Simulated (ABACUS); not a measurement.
Crystal: V.

```
V
1.0
     2.62293    0.00000    0.00000
    -0.87431    2.47292    0.00000
    -0.87431   -1.23646    2.14161
V
1
Cartesian
  0.0000 0.0000 0.0000
```

Base run:

| Item | Value |
| --- | --- |
| Program | ABACUS 3.10.1 |
| Functional | revPBE |
| Potentials or basis | GBRV ultrasoft 1.5 PBE |
| Cutoff | 544 eV |
| Density cutoff | 4354 eV |
| Basis | plane waves |
| k mesh | 10 × 10 × 10 |
| Occupations | fermi-dirac, width 0.05 eV |
| Spin | collinear spin, ferromagnetic start |
| Starting moments | [2.0] μB |

Its results: band gap on the k mesh none (metal or under the smearing width); pressure -1.9 GPa; net moment 0.00 μB per cell.

The run is repeated on the same cell with these changes: functional from revPBE to HCTH407; potentials or basis from GBRV ultrasoft 1.5 PBE to PseudoDojo NC SR 0.4.1 PBE standard; cutoff from 544 eV to 1143 eV; density cutoff from 4354 eV to 4572 eV. What comes out?

Band gap on the k mesh none (metal or under the smearing width); pressure -8.5 GPa; net moment 0.00 μB per cell.

Caveats: the potentials were made for another functional, which shifts forces and pressure.
